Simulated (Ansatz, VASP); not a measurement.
## One calculation of Zn, two programs

```
CELL_PARAMETERS angstrom
2.28319 -1.31715 0.00000
2.28319 1.31715 0.00000
-1.60226 0.00000 7.34876
ATOMIC_POSITIONS crystal
Zn 0.77802 0.77802 0.33450
Zn 0.22198 0.22198 0.66550
Zn 0.00000 0.00000 0.00000
```

Change from the starting cell: volume scaled by 1.02.

Alike in both runs: task single point; functional PBEsol; k mesh 12 × 12 × 4; occupations fermi-dirac, width 0.05 eV; no spin polarisation.

|  | VASP | Ansatz |
| --- | --- | --- |
| version | VASP 6.6.1 | Ansatz 0.2.0 |
| potentials or method | VASP PAW PBE potentials, release 64 (Zn), cutoff 520 eV | all-electron LAPW, scalar-relativistic |

|  | VASP | Ansatz | Ansatz less VASP |
| --- | --- | --- | --- |
| gap on the k mesh at the Fermi level (eV) | none | none | - |
| pressure (GPa) | -2.4 | -2.8 | -0.39 |
| largest component of the traceless stress (GPa) | 3.73 | 3.88 | +0.152 |
| rms of the force components (eV/Å) | 0.005 | 0.005 | -0.0002 |

Atom by atom the forces differ by 0.000 eV/Å (rms over components). A gap of «none» marks a metal or a gap that the smearing closes. Ansatz ran all-electron here, so the differences hold the error of VASP's frozen core and of both bases.

Caveats: the PAW data sets were made with another functional, which shifts forces and pressure a little (VASP).
